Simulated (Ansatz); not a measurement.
Set up this calculation in Ansatz 0.2.0, as the native input.

* Task: band structure
* Functional: PBEsol
* Potentials or basis: Ansatz PAW
* Cutoff: 420 eV (not typed: the program's choice for these potentials)
* k mesh: 6 × 6 × 5
* Occupations: fermi-dirac, width 0.05 eV
* Spin: no spin polarisation
* Path: [["G", "M", "K", "G", "A", "L", "H", "A"], ["L", "M"], ["K", "H"]]
* Points for each segment of the path: 10

The system is SiO2.

```xyz
9
Lattice="5.0605 0.0000 0.0000 -2.5303 4.3825 0.0000 0.0000 0.0000 5.5414" Properties=species:S:1:pos:R:3 pbc="T T T"
Si    2.5303    0.0000    0.0000
Si    1.2651    2.1913    3.6942
Si   -1.2651    2.1913    1.8471
O    -0.9468    3.4683    0.9236
O     0.0000    1.8284    2.7707
O     1.5835    0.9142    4.6178
O     3.4770    0.9142    0.9236
O     2.5303    2.5541    2.7707
O     0.9468    3.4683    4.6178
```

The cell comes from a database or a generator and needn't be the stable form of this composition.

One way to write it, as run:

input.yaml

```yaml
crystal:
  lattice:
    - [5.0605222284, 0.0, 0.0]
    - [-2.5302611142, 4.3825408062, 0.0]
    - [0.0, 0.0, 5.54135331]
  atoms:
    - { symbol: Si, position: [0.5, 0.0, 0.0] }
    - { symbol: Si, position: [0.5, 0.5, 0.6666666667] }
    - { symbol: Si, position: [0.0, 0.5, 0.3333333333] }
    - { symbol: O, position: [0.20860537, 0.79139463, 0.1666666667] }
    - { symbol: O, position: [0.20860537, 0.41721074, 0.5] }
    - { symbol: O, position: [0.41721074, 0.20860537, 0.8333333333] }
    - { symbol: O, position: [0.79139463, 0.20860537, 0.1666666667] }
    - { symbol: O, position: [0.79139463, 0.58278926, 0.5] }
    - { symbol: O, position: [0.58278926, 0.79139463, 0.8333333333] }
hamiltonian:
  xc: pbesol
  pseudopotentials: { kind: paw }
kpoints:
  mp_grid: { grid: [6, 6, 5] }
  band_path:
    path:
      - [[0.0, 0.0, 0.0], [0.5, 0.0, 0.0], [0.3333333333, 0.3333333333, 0.0], [0.0, 0.0, 0.0], [0.0, 0.0, 0.5], [0.5, 0.0, 0.5], [0.3333333333, 0.3333333333, 0.5], [0.0, 0.0, 0.5]]
      - [[0.5, 0.0, 0.5], [0.5, 0.0, 0.0]]
      - [[0.3333333333, 0.3333333333, 0.0], [0.3333333333, 0.3333333333, 0.5]]
    npoints: 10
scf:
  occupations: { method: fermi_dirac, width: 0.05 }
  n_extra_bands: 22
output:
  forces: true
  stress: true
  eigenvalues: true
  fatbands: true
```

Potentials or basis: Ansatz PAW.

Launch:

```sh
$ ansatz run input.yaml --threads 4 --pin off --max-ram 11264MiB --backend cpu --events-out ev --progress --plain --runs-dir out
```

It gave:

| Property | Result |
| --- | --- |
| Pressure | 2.4 GPa |
| Largest force | 0.162 eV/Å |
| Band gap on the k mesh | 5.62 eV, indirect (least direct gap 5.82 eV) |
| Band gap along the path | 5.62 eV, indirect (least direct gap 5.82 eV) |

Caveat: the pressure holds a Pulay correction of +0.6 GPa for the finite cutoff; the PAW data sets come from PBE, with cores solved anew for the run's functional, which leaves a small shift of forces and pressure.

Run time: 16 s on 4 threads of Arm Neoverse V2 (shared host), peak memory 0.56 GiB.
